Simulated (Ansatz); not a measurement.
**B: one candidate structure**

Where does B go from the start given, dhcp type (P6_3/mmc, No. 194)?

Program: Ansatz 0.2.0. Level of theory: DFT PBEsol, scalar-relativistic, plane waves, PAW. These are calculated values, not measurements.

## 1. The starting structure

It takes space group P6_3/mmc (No. 194, hexagonal). Conventional cell: a = 2.203 Å, b = 2.203 Å, c = 7.107 Å, α = 90.00°, β = 90.00°, γ = 120.00°. Around B (site symmetry -3m) lie 12 B at 2.19 to 2.20 Å. B (site symmetry -6m2) is surrounded by 12 B at 2.19 to 2.20 Å.

As a file:

```
B
1.0
     2.20349    0.00000    0.00000
    -1.10175    1.90828    0.00000
     0.00000    0.00000    7.10670
B
4
Direct
  0.00000 0.00000 0.00000
  0.00000 0.00000 0.50000
  0.33333 0.66667 0.75000
  0.66667 0.33333 0.25000
```

(A quick probe on a coarse mesh, which set the mesh and smearing, is not shown.)

## 3. Coarse relaxation

File input.yaml:

```yaml
crystal:
  lattice:
    - [2.2034945065, 0.0, 0.0]
    - [-1.1017472532, 1.9082822198, 0.0]
    - [0.0, 0.0, 7.1067046936]
  atoms:
    - { symbol: B, position: [0.0, 0.0, 0.0] }
    - { symbol: B, position: [0.0, 0.0, 0.5] }
    - { symbol: B, position: [0.3333333333, 0.6666666667, 0.75] }
    - { symbol: B, position: [0.6666666667, 0.3333333333, 0.25] }
basis:
  ecutwfc: 420
kpoints:
  mp_grid: { grid: [9, 9, 4] }
hamiltonian:
  xc: pbesol
scf:
  occupations: { method: gaussian, width: 0.1 }
  lower_state_search: "off"
output:
  forces: true
  stress: true
  eigenvalues: true
relax:
  adjacent_minimum: "off"
  f_tol: 0.04
  max_steps: 70
  cell: { stress_tol: 0.4 }
```

The session goes on with these runs: relaxing cell and atoms; relaxation repeated from the new cell.

**Question.** What will these runs give?

The runs gave:

```
       quantity                                                                       value
           cell  a = 2.318 Å, b = 2.318 Å, c = 5.460 Å, α = 90.00°, β = 90.00°, γ = 120.00°
    space group                                                          P6_3/mmc (No. 194)
         volume                                                                6.35 Å³/atom
gap on the mesh                                                                none (metal)
```

The space group stayed P6_3/mmc, and from the first guess the volume went from 7.47 to 6.35 Å³/atom.
